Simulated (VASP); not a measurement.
# Mg2Si (Fm-3m) in VASP: notebook, part 2 of 2

VASP 6.6.1. Earlier steps stand in the parts before.

## 4. Relaxation of cell and atoms, r2SCAN

INCAR reads:

```
SYSTEM = Mg2Si
PREC = Accurate ; ENCUT = 600
EDIFF = 1E-6 ; ISMEAR = 0
SIGMA = 0.02 ; LREAL = .False.
LASPH = .True. ; NELM = 120
ALGO = Normal ; ISIF = 3
LWAVE = .False. ; LCHARG = .False.
METAGGA = R2SCAN ; LMIXTAU = .True.
IBRION = 2 ; NSW = 40
EDIFFG = -0.005
```

KPOINTS reads:

```
Automatic mesh
0
Gamma
  8 8 8
  0 0 0
```

POSCAR reads:

```
Mg2Si
1.0
    0.0000000000      3.1650000000      3.1650000000
    3.1650000000      0.0000000000      3.1650000000
    3.1650000000      3.1650000000      0.0000000000
Si Mg
1 2
Direct
    0.0000000000      0.0000000000      0.0000000000
    0.2500000000      0.2500000000      0.2500000000
    0.7500000000      0.7500000000      0.7500000000
```

Potentials or basis: VASP PAW PBE potentials, release 64 (Si, Mg).

Launch:

```
$ cat potpaw_PBE.64/Si/POTCAR potpaw_PBE.64/Mg/POTCAR > POTCAR
$ mpirun -np 1 vasp_std > vasp.out
```

OUTCAR:

```text
SYSTEM = Mg2Si
   PREC = Accurate
   ENCUT = 600
   EDIFF = 1E-6
   ISMEAR = 0
   LREAL = .False.
   LASPH = .True.
   NELM = 120
   ISIF = 3
   METAGGA = R2SCAN
   IBRION = 2
   NSW = 40
   EDIFFG = -0.005

 ion  position               nearest neighbor table
   1  0.000  0.000  0.000-   3 2.74   3 2.74   3 2.74   2 2.74   3 2.74   2 2.74   2 2.74   2 2.74

   2  0.250  0.250  0.250-   1 2.74   1 2.74   1 2.74   1 2.74   3 3.17   3 3.17   3 3.17   3 3.17
                             3 3.17   3 3.17
   3  0.750  0.750  0.750-   1 2.74   1 2.74   1 2.74   1 2.74   2 3.17   2 3.17   2 3.17   2 3.17
                             2 3.17   2 3.17

  LATTYP: Found a face centered cubic cell.
 ALAT       =     6.3300000000

  Lattice vectors:

 A1 = (   0.0000000000,   3.1650000000,   3.1650000000)
 A2 = (   3.1650000000,   0.0000000000,   3.1650000000)
 A3 = (   3.1650000000,   3.1650000000,   0.0000000000)

Analysis of symmetry for initial positions (statically):
=====================================================================
 Subroutine PRICEL returns:
 Original cell was already a primitive cell.

 Routine SETGRP: Setting up the symmetry group for a
 face centered cubic supercell.

 Subroutine GETGRP returns: Found 48 space group operations
 (whereof 48 operations were pure point group operations)
 out of a pool of 48 trial point group operations.

The static configuration has the point symmetry O_h .

Analysis of symmetry for dynamics (positions and initial velocities):
=====================================================================
 Subroutine PRICEL returns:
 Original cell was already a primitive cell.

 Routine SETGRP: Setting up the symmetry group for a
 face centered cubic supercell.

 Subroutine GETGRP returns: Found 48 space group operations
 (whereof 48 operations were pure point group operations)
 out of a pool of 48 trial point group operations.

[... 179 lines left out ...]
    total drift:                               -0.000000      0.000000     -0.000000

  FREE ENERGIE OF THE ION-ELECTRON SYSTEM (eV)
  ---------------------------------------------------
  free  energy   TOTEN  =       -17.6838948134 eV

  energy  without entropy=      -17.6838948134  energy(sigma->0) =      -17.68389481

--------------------------------------- Ionic step        2  -------------------------------------------

 number of electron       8.0000000 magnetization

 Free energy of the ion-electron system (eV)
  ---------------------------------------------------
  ext. energy  EPLUGINS =         0.00000000
  ---------------------------------------------------
  free energy    TOTEN  =       -17.68391047 eV

  energy without entropy =      -17.68391047  energy(sigma->0) =      -17.68391047

 E-fermi :   3.7113     XC(G=0):  -9.2260

 val. band max:        3.5904669861   @ k =   0.0000   0.0000   0.0000
 cond. band min:       4.0329159343   @ k =   0.5000   0.5000   0.0000
 fundamental gap:      0.4424489482
 Fermi energy:         3.7113158573

 k-point     1 :       0.0000    0.0000    0.0000
  band No.  band energies     occupation
      1      -5.9755      2.00000
      2       3.5905      2.00000
      3       3.5905      2.00000
      4       3.5905      2.00000
      5       6.1181      0.00000
      6       6.4397      0.00000
      7       6.4397      0.00000
      8       6.4397      0.00000
[... 243 lines left out ...]
 k-point    24 :      -0.3750    0.2500    0.1250
  band No.  band energies     occupation
      1      -4.1924      2.00000
      2      -0.9335      2.00000
      3       1.0522      2.00000
      4       2.0626      2.00000
      5       6.0569      0.00000
      6       6.3981      0.00000
      7       8.5570      0.00000
      8       9.1415      0.00000

 [... further k-points ...]

------------------------ aborting loop because EDIFF is reached ----------------------------------------

  FORCE on cell =-STRESS in cart. coord.  units (eV):
  Direction    XX          YY          ZZ          XY          YZ          ZX
  --------------------------------------------------------------------------------------
  -------------------------------------------------------------------------------------
  Total        0.0056347      0.0056347      0.0056347     -0.0000000      0.0000000     -0.0000000
  in kB        0.1425562      0.1425562      0.1425562     -0.0000000      0.0000000     -0.0000000
  external PRESSURE =       0.1425562 kB  Pullay stress =       0.0000000 kB

 VOLUME and BASIS-vectors are now :
 -----------------------------------------------------------------------------
  energy-cutoff  :      600.00
  volume of cell :       63.33
      direct lattice vectors                 reciprocal lattice vectors
    -0.000000000  3.163654746  3.163654746    -0.158045059  0.158045059  0.158045059
     3.163654746  0.000000000  3.163654746     0.158045059 -0.158045059  0.158045059
     3.163654746  3.163654746 -0.000000000     0.158045059  0.158045059 -0.158045059

 POSITION                                       TOTAL-FORCE (eV/Angst)
 -----------------------------------------------------------------------------------
      6.32731      3.16365      3.16365        -0.000000      0.000000      0.000000
      1.58183      1.58183      1.58183         0.000000      0.000000     -0.000000
      4.74548      4.74548      4.74548        -0.000000     -0.000000     -0.000000
 -----------------------------------------------------------------------------------
    total drift:                               -0.000000     -0.000000     -0.000000

  FREE ENERGIE OF THE ION-ELECTRON SYSTEM (eV)
  ---------------------------------------------------
  free  energy   TOTEN  =       -17.6839104681 eV

  energy  without entropy=      -17.6839104681  energy(sigma->0) =      -17.68391047

 reached required accuracy - stopping structural energy minimisation
```

OSZICAR:

```text
N       E                     dE             d eps       ncg     rms          rms(c)
DAV:   1    -0.169980216688E+00   -0.16998E+00   -0.33780E+03   464   0.870E+02
DAV:   2    -0.183852248401E+02   -0.18215E+02   -0.17605E+02   672   0.753E+01
DAV:   3    -0.187420640275E+02   -0.35684E+00   -0.35684E+00   680   0.119E+01
DAV:   4    -0.187431006676E+02   -0.10366E-02   -0.10366E-02   680   0.758E-01
[... 13 lines left out ...]
   1 F= -.17683895E+02 E0= -.17683895E+02  d E =-.176839E+02
       N       E                     dE             d eps       ncg     rms          rms(c)
DAV:   1    -0.176839149687E+02   -0.20142E-04   -0.25773E-04   568   0.934E-02    0.144E-02
DAV:   2    -0.176839099176E+02    0.50511E-05   -0.29243E-05   480   0.294E-02    0.855E-03
DAV:   3    -0.176839104681E+02   -0.55058E-06   -0.65476E-06   512   0.140E-02
   2 F= -.17683910E+02 E0= -.17683910E+02  d E =-.156547E-04
```

Wall time 50 s (1 thread of Intel Xeon 6975P-C (Granite Rapids), shared host); peak memory 0.23 GiB.

Results:

| Quantity | Value |
| --- | --- |
| Free energy | -17.6839 eV |
| Relaxed volume | 21.11 Å³/atom |
| Relaxed cell | a = 4.474 Å, b = 4.474 Å, c = 4.474 Å, α = 60.00°, β = 60.00°, γ = 60.00° |
| Space group after relaxing (to 0.05 Å) | Fm-3m (No. 225) |
| Energy gained by relaxing | 0.0 meV/atom |
| Ionic steps | 2 |
| Pressure after relaxing | 0.0 GPa |
| Band gap on the k mesh | 0.44 eV, indirect (least direct gap 2.49 eV) |

Final structure:
```cif
data_structure
_symmetry_space_group_name_H-M 'P 1'
_symmetry_Int_Tables_number 1
_cell_length_a 4.4741
_cell_length_b 4.4741
_cell_length_c 4.4741
_cell_angle_alpha 60.000
_cell_angle_beta 60.000
_cell_angle_gamma 60.000
_cell_volume 63.33
loop_
_atom_site_label
_atom_site_type_symbol
_atom_site_fract_x
_atom_site_fract_y
_atom_site_fract_z
_atom_site_occupancy
Si1 Si 0.00000 0.00000 0.00000 1
Mg1 Mg 0.25000 0.25000 0.25000 1
Mg2 Mg 0.75000 0.75000 0.75000 1
```

Caveat: the PAW data sets were made with another functional, which shifts forces and pressure a little.

## 5. Electrostatic potential, r2SCAN

INCAR reads:

```
SYSTEM = Mg2Si
  PREC = Accurate
  ENCUT = 520
  EDIFF = 1E-6
  ISMEAR = 0
  SIGMA = 0.02
  LREAL = .False.
  LASPH = .True.
  NELM = 80
  ALGO = Normal
  ISIF = 2
  LWAVE = .False.
  LCHARG = .True.
  METAGGA = R2SCAN
  LMIXTAU = .True.
  LVHAR = .True.
```

KPOINTS reads:

```
regular mesh
0
Gamma
  8 8 8
  0 0 0
```

POSCAR reads:

```
Mg2Si                                   
1.0
   -0.0000000000      3.1636547457      3.1636547457
    3.1636547457      0.0000000000      3.1636547457
    3.1636547457      3.1636547457     -0.0000000000
  Si              Mg            
     1     2
Direct
     0.0000000000000000    1.0000000000000000    1.0000000000000000
     0.2500000000000000    0.2500000000000000    0.2500000000000000
     0.7500000000000000    0.7500000000000000    0.7500000000000000
```

Launch:

```
$ cat potpaw_PBE.64/Si/POTCAR potpaw_PBE.64/Mg/POTCAR > POTCAR
$ mpirun -np 1 vasp_std > vasp.out
```

It took 38 s on 1 thread of Intel Xeon 6975P-C (Granite Rapids), shared host; peak memory 0.22 GiB.

It converged, with:

- Free energy: -17.6837 eV
- Pressure: 0.0 GPa
- Band gap on the k mesh: 0.44 eV, indirect (least direct gap 2.49 eV)

Levels at points of the mesh, in eV from the valence-band top:
```tsv
k point	band 2	band 3	band 4	band 5	band 6	band 7
(0.00, 0.00, 0.00)	0.00	0.00	0.00	2.53	2.85	2.85
(0.50, 0.00, 0.00)	-4.93	-0.74	-0.74	1.76	2.83	2.83
(0.50, 0.50, 0.00)	-4.57	-2.05	-2.05	0.44	0.76	8.72
```

Caveat: the PAW data sets were made with another functional, which shifts forces and pressure a little. A k mesh can miss the band edges.
